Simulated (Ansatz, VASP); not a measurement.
One calculation of S, two programs

```
S
1.0
     3.30028    0.00000    0.00000
    -1.65014    2.85812    0.00000
     0.00000    0.00000    3.50236
S
2
Direct
  0.33333 0.66667 0.25000
  0.66667 0.33333 0.75000
```

Alike in both runs: functional PBE; k mesh 15 × 15 × 8; occupations fermi-dirac, width 0.08 eV; no spin polarisation.

Ansatz relaxed the structure, and its values are those at the end. VASP's run is a single point on that final structure, the one shown.

|  | VASP | Ansatz |
| --- | --- | --- |
| version | VASP 6.6.1 | Ansatz 0.2.0 |
| potentials or method | VASP PAW PBE potentials, release 64 (S), cutoff 520 eV | all-electron LAPW, scalar-relativistic |

|  | VASP | Ansatz | Ansatz less VASP |
| --- | --- | --- | --- |
| pressure (GPa) | 2.1 | 2.3 | +0.20 |

Ansatz ran all-electron here, so the differences hold the error of VASP's frozen core and of both bases.
